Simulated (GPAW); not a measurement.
Crystal: KBr.

```xyz
2
Lattice="0.0000 3.3000 3.3000 3.3000 0.0000 3.3000 3.3000 3.3000 0.0000" Properties=species:S:1:pos:R:3 pbc="T T T"
Br    3.3000    3.3000    3.3000
K     0.0000    0.0000    0.0000
```

```yaml
Program: GPAW 26.7.0
Task: relaxation of cell and atoms
Functional: RPBE
Potentials_or_basis: the program's PAW data sets (release 1.2.1) made for this functional
Cutoff: 600 eV
Basis: pw
k_mesh: 7 × 7 × 7
Occupations: fermi-dirac, width 0.05 eV
Spin: no spin polarisation
```

At the start: pressure 2.1 GPa; volume 35.94 Å³/atom.

How do energy, volume and symmetry change on relaxing?

Over 4 steps the energy falls by 31.8 meV/atom and the volume is 41.31 Å³/atom (+14.9 %); space group Fm-3m (No. 225, to 0.05 Å).

The path:
```
step  energy change (eV)  largest force (eV/Å)  pressure (GPa)  volume (Å³)
   1              0.0000                0.0000            2.10        71.87
   2             -0.0092                0.0000            1.91        72.60
   3             -0.0624                0.0000            0.23        81.18
   4             -0.0637                0.0000            0.03        82.61
```

Final structure:
```
Br K
1.0
     0.00000    3.45676    3.45676
     3.45676    0.00000    3.45676
     3.45676    3.45676    0.00000
Br K
1 1
Direct
  0.50000 0.50000 0.50000
  0.00000 0.00000 0.00000
```

Caveat: later steps reuse the first step's grids.
